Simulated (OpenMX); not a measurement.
CoO under changes of volume

One of the cells (9.684 Å³/atom); the others are scaled copies at fixed shape and fractional positions:

```
Co O
1.0
     0.00000    2.13150    2.13150
     2.13150    0.00000    2.13150
     2.13150    2.13150    0.00000
Co O
1 1
Direct
  0.00000 0.00000 0.00000
  0.50000 0.50000 0.50000
```

* Program: OpenMX 3.8.5
* Functional: LDA
* Potentials or basis: OpenMX 2013 LDA set, Co6.0H-s3p2d2, O6.0-s2p2d1, fixed grid of 32 × 32 × 32 points
* k mesh: 11 × 11 × 11
* Occupations: fermi-dirac, width 0.05 eV
* Spin: collinear spin, ferromagnetic start
* Starting moments: [2.0, 0.0] μB

```csv
volume (Å³/atom),energy over the lowest point (meV/atom),moment (μB per cell)
9.103,0.00,2.55
9.297,?,?
9.490,27.89,2.80
9.684,47.54,2.85
9.878,70.83,2.90
10.071,97.29,2.94
10.265,126.44,2.97
```

Problem. What does the run at 9.297 Å³/atom give?

Solution. Energy over the lowest point 12.13 meV/atom; moment 2.73 μB per cell.

Worked out: A Birch-Murnaghan fit of order 3 (a polynomial in V^(-2/3)) to the other rows has no minimum within the range. It gives 11.88 meV/atom at 9.297 Å³/atom, against the run's 12.13. A parabola through the other rows of the moment, of slope 0.569 μB per Å³/atom there, gives 2.68 μB, against the run's 2.73.

Energies are extrapolated to zero smearing.

Caveats: the basis of atomic orbitals isn't converged, which shifts pressures, moduli and gaps; a cell with one magnetic atom can't hold antiferromagnetic order, which such compounds often take.
